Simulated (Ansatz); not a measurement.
Runs of Ansatz 0.2.0 on Nb. It takes space group Fm-3m (No. 225, cubic). Conventional cell: a = 4.230 Å, b = 4.230 Å, c = 4.230 Å, α = 90.00°, β = 90.00°, γ = 90.00°. Around Nb (site symmetry m-3m) lie 12 Nb at 2.99 Å. This isn't the form of Nb at room conditions, which is bcc.

```csv
task,level,potentials or basis,spin,k mesh,cutoff (eV),smearing,basis error allowed,gap on the mesh (eV),pressure (GPa)
band structure,PBEsol,"all-electron LAPW, non-relativistic",off,11 × 11 × 11,201,fermi-dirac 0.05 eV,0.001 eV/atom,-,-6.4
single point,PBE,"all-electron LAPW, scalar-relativistic",off,11 × 11 × 11,200,gaussian 0.05 eV,0.001 eV/atom,none,-1.9
band structure,PBEsol,"all-electron LAPW, relativistic spinors","SOC, no magnetisation",8 × 8 × 8,205,fermi-dirac 0.05 eV,0.001 eV/atom,-,-7.3
band structure,PBEsol,all-electron PAW datasets made for the crystal,off,11 × 11 × 11,240,fermi-dirac 0.05 eV,-,-,(a)
single point,PBE,"all-electron LAPW, scalar-relativistic",off,11 × 11 × 11,200,gaussian 0.1 eV,0.001 eV/atom,none,-1.9
```

Alike in all rows: cell as given.

Fill in the values left out.

(a) -7.4.

Caveats: relativity is left out, which matters for the heavier elements (some runs); the k mesh is thin for a metal, which can move the energy by tens of meV per atom (some runs).

A k mesh can miss the band edges, and rows without SOC leave out spin-orbit coupling on Nb.

A gap of «none» marks a metal or a gap under the smearing width.

The runs don't all hold the same shells in valence.
